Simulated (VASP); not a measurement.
# BN (F-43m) in VASP: a series of runs

BN is run at these levels: PBEsol; tasks: single point.

All numbers are computed with VASP 6.6.1; they aren't measurements. Logs are shortened: lines on timing, memory, paths and dates and some standing lists are left out, and cuts for length are marked.

**What was measured.**

From a printed reference work, monograph, for a bulk crystal of BN at 300 K: band gap 6.4 eV (indirect).

The runs below are set against these values where they give the same quantity.

**1. The cell of the first run**

Symmetry: F-43m, No. 216, cubic system. Conventional cell: a = 3.615 Å, b = 3.615 Å, c = 3.615 Å, α = 90.00°, β = 90.00°, γ = 90.00°. Within 2.1 Å of B (site symmetry -43m) lie 4 N at 1.57 Å. N (site symmetry -43m) has 4 B at 1.57 Å within 2.1 Å.

**2. Single point, PBEsol**

File INCAR:

```
SYSTEM = BN
PREC = Accurate
ENCUT = 520
EDIFF = 1E-6
ISMEAR = -1
SIGMA = 0.03
LREAL = .False.
LASPH = .True.
NELM = 80
ALGO = Normal
ISIF = 2
LWAVE = .False.
LCHARG = .True.
GGA = PS
LELF = .True.
LVHAR = .True.
NBANDS = 11
```

File KPOINTS:

```
Automatic mesh
0
Gamma
  13 13 13
  0 0 0
```

File POSCAR:

```
BN
1.0
    0.0000000000      1.8075000000      1.8075000000
    1.8075000000      0.0000000000      1.8075000000
    1.8075000000      1.8075000000      0.0000000000
B N
1 1
Direct
    0.0000000000      0.0000000000      0.0000000000
    0.7500000000      0.7500000000      0.7500000000
```

Potentials or basis: VASP PAW PBE potentials, release 64 (B, N).

Command:

```console
cat potpaw_PBE.64/B/POTCAR potpaw_PBE.64/N/POTCAR > POTCAR
mpirun -np 1 vasp_std > vasp.out
```

OUTCAR:

```text
SYSTEM = BN
   PREC = Accurate
   ENCUT = 520
   EDIFF = 1E-6
   ISMEAR = -1
   LREAL = .False.
   LASPH = .True.
   NELM = 80
   ISIF = 2
   GGA = PS

 ion  position               nearest neighbor table
   1  0.000  0.000  0.000-   2 1.57   2 1.57   2 1.57   2 1.57
   2  0.750  0.750  0.750-   1 1.57   1 1.57   1 1.57   1 1.57

  LATTYP: Found a face centered cubic cell.
 ALAT       =     3.6150000000

  Lattice vectors:

 A1 = (   0.0000000000,   1.8075000000,   1.8075000000)
 A2 = (   1.8075000000,   0.0000000000,   1.8075000000)
 A3 = (   1.8075000000,   1.8075000000,   0.0000000000)

Analysis of symmetry for initial positions (statically):
=====================================================================
 Subroutine PRICEL returns:
 Original cell was already a primitive cell.

 Routine SETGRP: Setting up the symmetry group for a
 face centered cubic supercell.

 Subroutine GETGRP returns: Found 24 space group operations
 (whereof 24 operations were pure point group operations)
 out of a pool of 48 trial point group operations.

The static configuration has the point symmetry T_d .

Analysis of symmetry for dynamics (positions and initial velocities):
=====================================================================
 Subroutine PRICEL returns:
 Original cell was already a primitive cell.

 Routine SETGRP: Setting up the symmetry group for a
 face centered cubic supercell.

 Subroutine GETGRP returns: Found 24 space group operations
 (whereof 24 operations were pure point group operations)
 out of a pool of 48 trial point group operations.

The dynamic configuration has the point symmetry T_d .

 Subroutine INISYM returns: Found 24 space group operations
 (whereof 24 operations are pure point group operations),
 and found     1 'primitive' translations

----------------------------------------------------------------------------------------

                                     Primitive cell

  volume of cell :      11.8104

  direct lattice vectors                    reciprocal lattice vectors
     0.000000000  1.807500000  1.807500000    -0.276625173  0.276625173  0.276625173
     1.807500000  0.000000000  1.807500000     0.276625173 -0.276625173  0.276625173
     1.807500000  1.807500000  0.000000000     0.276625173  0.276625173 -0.276625173

  length of vectors
[... 81 lines left out ...]
   NELM   =     80;   NELMIN=  2; NELMDL= -5     # of ELM steps
   EDIFF  = 0.1E-05   stopping-criterion for ELM
   LREAL  =      F    real-space projection
[... 7 lines left out ...]
   TEBEG  =    0.0;   TEEND  =   0.0 temperature during run
   PSTRESS=    0.0 pullay stress
   NELECT =       8.0000    total number of electrons
   NUPDOWN=      -1.0000    fix difference up-down
   EMIN   =  10.00;   EMAX   =-10.00  energy-range for DOS
   EFERMI =   0.00;   METHOD = LEGACY
   ISMEAR =    -1;   SIGMA  =   0.03  broadening in eV -4-tet -1-fermi 0-gaus
   EFERMI_NEDOS =   21; number of points for ismear=-14 and -15
   IALGO  =     38    algorithm
   IMIX   =      4    mixing-type and parameters
     AMIX     =   0.40;   BMIX     =  1.00
     AMIX_MAG =   1.60;   BMIX_MAG =  1.00
  volume/ion in A,a.u.               =       5.91        39.85
  Fermi-wavevector in a.u.,A,eV,Ry     =   1.437749  2.716952 28.124920  2.067123
  Thomas-Fermi vector in A             =   2.556793
   LORBIT       =      0    0 simple, 1 ext, 2 COOP (PROOUT), +10 PAW based schemes
   GGA     = PS    functional components
   LHFCALC =     F    Hartree Fock is set to
   AEXX    =    0.0000 exact exchange contribution
   IVDW    =     0    specifies the selected vdW correction
   LEPSILON=     F    determine dielectric tensor
   LRPA    =     F    only Hartree local field effects (RPA)
 non-spin polarized calculation
  energy-cutoff  :      520.00
  volume of cell :       11.81
 maximum number of plane-waves:       331
   NGX =  9   NGY =  9   NGZ =  9

 number of electron       7.9999999 magnetization

 Free energy of the ion-electron system (eV)
  ---------------------------------------------------
  ext. energy  EPLUGINS =         0.00000000
  ---------------------------------------------------
  free energy    TOTEN  =       -18.34651241 eV

  energy without entropy =      -18.34651241  energy(sigma->0) =      -18.34651241

 E-fermi :   8.0391     XC(G=0): -13.0162

 val. band max:        7.3627960316   @ k =   0.0000   0.0000   0.0000
 cond. band min:      11.7155958007   @ k =   0.4615   0.4615   0.0000
 fundamental gap:      4.3527997691
 Fermi energy:         8.0390512173

 k-point     1 :       0.0000    0.0000    0.0000
  band No.  band energies     occupation
      1     -12.8902      2.00000
      2       7.3628      2.00000
      3       7.3628      2.00000
      4       7.3628      2.00000
      5      16.1245      0.00000
      6      16.1245      0.00000
      7      16.1245      0.00000
      8      17.6303      0.00000
      9      31.8727      0.00000
     10      35.0524      0.00000
     11      35.0524      0.00000
[... 309 lines left out ...]
 k-point    24 :       0.4615    0.1538    0.0000
  band No.  band energies     occupation
      1      -8.8736      2.00000
      2      -1.9720      2.00000
      3       4.0811      2.00000
      4       4.5139      2.00000
      5      16.1367      0.00000
      6      19.4274      0.00000
      7      19.8160      0.00000
      8      21.9374      0.00000
      9      28.0189      0.00000
     10      33.4913      0.00000
     11      35.2549      0.00000

 [... further k-points ...]

------------------------ aborting loop because EDIFF is reached ----------------------------------------

  FORCE on cell =-STRESS in cart. coord.  units (eV):
  Direction    XX          YY          ZZ          XY          YZ          ZX
  --------------------------------------------------------------------------------------
  -------------------------------------------------------------------------------------
  Total       -0.1730439     -0.1730439     -0.1730439      0.0000000      0.0000000     -0.0000000
  in kB      -23.4748005    -23.4748005    -23.4748005      0.0000000      0.0000000     -0.0000000
  external PRESSURE =     -23.4748005 kB  Pullay stress =       0.0000000 kB

 VOLUME and BASIS-vectors are now :
 -----------------------------------------------------------------------------
  energy-cutoff  :      520.00
  volume of cell :       11.81
      direct lattice vectors                 reciprocal lattice vectors
     0.000000000  1.807500000  1.807500000    -0.276625173  0.276625173  0.276625173
     1.807500000  0.000000000  1.807500000     0.276625173 -0.276625173  0.276625173
     1.807500000  1.807500000  0.000000000     0.276625173  0.276625173 -0.276625173

 POSITION                                       TOTAL-FORCE (eV/Angst)
 -----------------------------------------------------------------------------------
      0.00000      0.00000      0.00000         0.000000     -0.000000     -0.000000
      2.71125      2.71125      2.71125        -0.000000      0.000000      0.000000
 -----------------------------------------------------------------------------------
    total drift:                               -0.000000     -0.000000     -0.000000

  FREE ENERGIE OF THE ION-ELECTRON SYSTEM (eV)
  ---------------------------------------------------
  free  energy   TOTEN  =       -18.3465124053 eV

  energy  without entropy=      -18.3465124053  energy(sigma->0) =      -18.34651241
```

Wall time 11 s (1 thread of Intel Xeon 8259CL, shared host); peak memory 0.12 GiB.

Results:

```yaml
Free_energy: -18.3465 eV
Pressure: -2.3 GPa
Band_gap_on_the_k_mesh: 4.35 eV, indirect (least direct gap 8.76 eV)
```

Caveat: the PAW data sets were made with another functional, which shifts forces and pressure a little.

**3. Single point, PBEsol (volume scaled by 0.96)**

File INCAR:

```
  PREC = Accurate
  ENCUT = 520
  EDIFF = 1E-6
  ISMEAR = -1
  SIGMA = 0.03
  LREAL = F
  LASPH = T
  NELM = 100
  ALGO = Normal
  ISIF = 2
  LWAVE = F
  LCHARG = F
  GGA = PS
  NBANDS = 11
```

File KPOINTS:

```
Automatic mesh
0
Gamma
  13 13 13
```

File POSCAR:

```
BN
1.0
    0.0000000000      1.7830713297      1.7830713297
    1.7830713297      0.0000000000      1.7830713297
    1.7830713297      1.7830713297      0.0000000000
B N
1 1
Direct
    0.0000000000      0.0000000000      0.0000000000
    0.7500000000      0.7500000000      0.7500000000
```

Potentials or basis: VASP PAW PBE potentials, release 64 (B, N).

Command:

```console
cat potpaw_PBE.64/B/POTCAR potpaw_PBE.64/N/POTCAR > POTCAR
mpirun -np 1 vasp_std > vasp.out
```

It took 13 s on 1 thread of Intel Xeon 8259CL, shared host; peak memory 0.12 GiB.

The run converged. Its results:

* Free energy: -18.3288 eV
* Pressure: 14.3 GPa
* Band gap on the k mesh: 4.40 eV, indirect (least direct gap 8.95 eV)

Levels at points of the mesh, in eV from the valence-band top:
```tsv
k point	band 1	band 2	band 3	band 4	band 5	band 6	band 7	band 8	band 9
(0.00, 0.00, 0.00)	-20.73	0.00	0.00	0.00	8.95	8.95	8.95	10.93	25.28
```

Caveat: the PAW data sets were made with another functional, which shifts forces and pressure a little. A k mesh can miss the band edges.

**4. Single point, PBEsol (volume scaled by 0.98)**

File INCAR:

```
SYSTEM = BN
PREC = Accurate
ENCUT = 520
EDIFF = 1E-6
ISMEAR = -1
SIGMA = 0.03
LREAL = .False.
LASPH = .True.
NELM = 100
ALGO = Normal
ISIF = 2
LWAVE = .False.
LCHARG = .False.
GGA = PS
NBANDS = 11
```

File KPOINTS:

```
Automatic mesh
0
Gamma
  13 13 13
  0 0 0
```

File POSCAR:

```
BN
1.0
    0.0000000000      1.7953687620      1.7953687620
    1.7953687620      0.0000000000      1.7953687620
    1.7953687620      1.7953687620      0.0000000000
B N
1 1
Direct
    0.0000000000      0.0000000000      0.0000000000
    0.7500000000      0.7500000000      0.7500000000
```

Command:

```console
cat potpaw_PBE.64/B/POTCAR potpaw_PBE.64/N/POTCAR > POTCAR
mpirun -np 1 vasp_std > vasp.out
```

Run time: 12 s. Hardware: 1 thread of Intel Xeon 8259CL, shared host; peak memory 0.12 GiB.

Results (log left out):

* Free energy: -18.3438 eV
* Pressure: 5.6 GPa
* Band gap on the k mesh: 4.38 eV, indirect (least direct gap 8.86 eV)

Levels at points of the mesh, in eV from the valence-band top:
| k point | band 1 | band 2 | band 3 | band 4 | band 5 | band 6 | band 7 | band 8 | band 9 |
| --- | --- | --- | --- | --- | --- | --- | --- | --- | --- |
| (0.00, 0.00, 0.00) | -20.49 | 0.00 | 0.00 | 0.00 | 8.86 | 8.86 | 8.86 | 10.60 | 24.89 |

Caveat: the PAW data sets were made with another functional, which shifts forces and pressure a little.

**5. Overview**

| cell | gap on the mesh (eV) | pressure (GPa) |
| --- | --- | --- |
| a = 2.556 Å, angles 60.0°, 2 atoms | 4.35 | -2.3 |
| a = 2.522 Å, angles 60.0°, 2 atoms | 4.40 | 14.3 |
| a = 2.539 Å, angles 60.0°, 2 atoms | 4.38 | 5.6 |

Alike in all rows: task single point; level PBEsol; potentials or basis VASP PAW PBE potentials, release 64 (B, N); no spin polarisation; k mesh 13 × 13 × 13; cutoff (eV) 520; smearing fermi-dirac 0.03 eV.

Caveats: the PAW data sets were made with another functional, which shifts forces and pressure a little.

Total energies depend on the potentials used, so only differences within one code and one set of settings carry meaning.

**6. Comparison with measurements**

Step 2. Against the measured gap of BN, 6.4 eV (indirect; 300 K; a printed reference work, monograph), the calculated 4.35 eV is off by -2.05 eV. The value is that of PBEsol on a finite k mesh, which can miss the band edges, without temperature or zero-point motion. Semilocal functionals fall short of measured gaps as a rule.
